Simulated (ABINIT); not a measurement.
WC:

```xyz
2
Lattice="1.6403 -2.1180 0.0000 1.6403 2.1180 0.0000 0.0000 0.0000 4.3094" Properties=species:S:1:pos:R:3 pbc="T T T"
W     1.6403    0.0000    2.1547
C     0.0000    0.0000    0.0000
```

The cell was built by a generator and needn't be a form met in nature.

| Item | Value |
| --- | --- |
| Program | ABINIT 10.8.3 (patched build) |
| Task | single point |
| Functional | PBE |
| Potentials or basis | JTH PAW PBE v2.0 |
| Cutoff | 517 eV |
| k mesh | 10 × 10 × 6 |
| Occupations | fermi-dirac, width 0.05 eV |
| Spin | no spin polarisation |

On this cell: pressure -32.3 GPa; largest force under 0.003 eV/Å; band gap on the k mesh none (metal or under the smearing width).

The same run follows on a disturbed copy (atoms moved at random, drawn with an rms of 0.05 Å):

```
W C
1.0
     1.64035   -2.11804    0.00000
     1.64035    2.11804    0.00000
     0.00000    0.00000    4.30942
W C
1 1
Direct
  0.51482 0.52270 0.49389
  0.99651 0.00720 0.99038
```

Task: What does the disturbed cell give?

Result: The energy (extrapolated to zero smearing) moves by -3.3 meV/atom; pressure -32.3 GPa; largest force 0.226 eV/Å; band gap on the k mesh none (metal or under the smearing width).

Forces in eV/Å, atoms in the order of the input:
```
W    0.189 -0.017  0.122
C   -0.189  0.017 -0.122
```

Stress tensor (GPa, compression positive):
```
-35.21   0.00   0.02
  0.00  -2.62   0.00
  0.02   0.00 -58.94
```

The energy falls, though the first cell shows no forces: that form is unstable against this distortion, unless noise or another electronic state is at work.

Caveats: a pressure of tens of GPa on the cell as given is suspect, and the run, the potentials or the cell itself is likely at fault (some runs); the cell as given lies far from equilibrium (some runs).
